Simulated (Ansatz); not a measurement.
Method: Ansatz, DFT PBE, scalar-relativistic, plane waves, PAW. Settings: cutoff 420 eV, Γ-centred meshes spaced at most about 0.3 Å⁻¹, and about 0.25 Å⁻¹ or finer for metals (2π included), Gaussian smearing. No spin polarisation.

These are static total energies at zero pressure.

Two relaxed structures of Al4N3:

A.

```yaml
crystal:
  lattice:
    - [4.38159, 0.00000, 0.00000]
    - [0.00000, 4.38159, 0.00000]
    - [0.00000, 0.00000, 4.38159]
  atoms:
    - { symbol: Al, position: [0.75360, 0.75360, 0.24640] }
    - { symbol: Al, position: [0.24640, 0.24640, 0.24640] }
    - { symbol: Al, position: [0.75360, 0.24640, 0.75360] }
    - { symbol: Al, position: [0.24640, 0.75360, 0.75360] }
    - { symbol: N, position: [0.50000, 0.00000, 0.50000] }
    - { symbol: N, position: [0.00000, 0.50000, 0.50000] }
    - { symbol: N, position: [0.50000, 0.50000, 0.00000] }
```

B.

```yaml
crystal:
  lattice:
    - [3.11266, 0.00000, 0.00000]
    - [-1.55633, 2.69564, 0.00000]
    - [0.00000, 0.00000, 9.80898]
  atoms:
    - { symbol: Al, position: [0.00000, 0.00000, 0.49581] }
    - { symbol: Al, position: [0.33333, 0.66667, 0.75891] }
    - { symbol: Al, position: [0.00000, 0.00000, 0.98090] }
    - { symbol: Al, position: [0.33333, 0.66667, 0.23878] }
    - { symbol: N, position: [0.33333, 0.66667, 0.43313] }
    - { symbol: N, position: [0.00000, 0.00000, 0.69046] }
    - { symbol: N, position: [0.00000, 0.00000, 0.17700] }
```

Question: Which would you expect to be lower, and how large is the difference?

Answer: B is lower, by 169 meV/atom. A has space group P-43m (No. 215), 12.0 Å³/atom and no gap on its mesh; B has space group P3m1 (No. 156), 11.8 Å³/atom and no gap. Counting N atoms around Al (those within 1.25 times the shortest such distance or 1.15 times the sum of covalent radii; a slash parts the counts of unlike sites), A has Al 3 and B has Al 1/3/4. In A, Al has 3 N at 1.91 Å; N has 4 Al at 1.91 Å. In B, Al on its first site is surrounded by 4 N at 1.90–1.91 Å; Al on its second site has 3 N at 1.92 Å; N on its first site is surrounded by 4 Al at 1.90–1.91 Å; 4 more sites not described. Both come from invented guesses.

In P-43m, P3m1 an odd number of electrons in the primitive cell allows no gap without spin; a larger cell or a magnetic state could open one. Cells relaxed within their symmetry can be saddle points.

Both structures are nitrogen-deficient relatives of tetrahedral AlN: A is zinc blende with one nitrogen site in four empty, B is wurtzite with every fourth nitrogen layer missing. Each keeps all nitrogen atoms fourfold coordinated and has the same number of Al–N bonds per formula unit, at nearly equal lengths, so the 169 meV/atom in favour of B can't come from bond counting.

The difference more likely lies in where the three electrons per formula unit left over after forming N³⁻ go. In A they are shared among equivalent, three-coordinate Al atoms around isolated vacancies. In B the missing layer brings two Al sheets face to face, where the electrons can enter Al–Al bonding states, while half the Al atoms keep the full AlN environment. This suggests a preference for separation into nitride-like and metal-like regions. The wurtzite stacking probably adds a smaller contribution, as it is also favoured in AlN itself. The ordering doesn't show that B would survive decomposition into AlN and aluminium metal.
